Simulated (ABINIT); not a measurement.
A run of ABINIT 10.8.3 (patched build) is set up as follows.

The input run.abi:

```
# Pseudopotentials
pp_dirpath "./"
pseudos "Au.upf"

# Structure
acell 3*1.0 Angstrom
rprim
     0.0000000000     2.0350000000     2.0350000000
     2.0350000000     0.0000000000     2.0350000000
     2.0350000000     2.0350000000     0.0000000000
ntypat 1
znucl 79
natom 1
typat 1
xcart
     0.0000000000     0.0000000000     0.0000000000 Angstrom

# Plane-wave basis
ecut 35.0

# k points
kptopt 1
ngkpt 8 8 8
nshiftk 1
shiftk 0.0 0.0 0.0

# Exchange and correlation
ixc 11

# Bands and occupations
nband 14
occopt 3
tsmear 0.00183747

# SCF cycle
nstep 100
tolvrs 1.0e-10

# Output
iomode 3
prtwf 0
prtden 0
prteig 0
prtebands 0
enunit 2
```

Potentials or basis: PseudoDojo NC SR PBE v0.4.1 standard.

Run with:

```console
$ abinit run.abi > log 2>&1
```

**Question.** Predict the pressure.

**Answer.** 11.1 GPa.

**Question.** Estimate the band gap on the k mesh.

**Answer.** None (metal or under the smearing width).

The run has no spin-orbit coupling, so splittings on Au are missing.
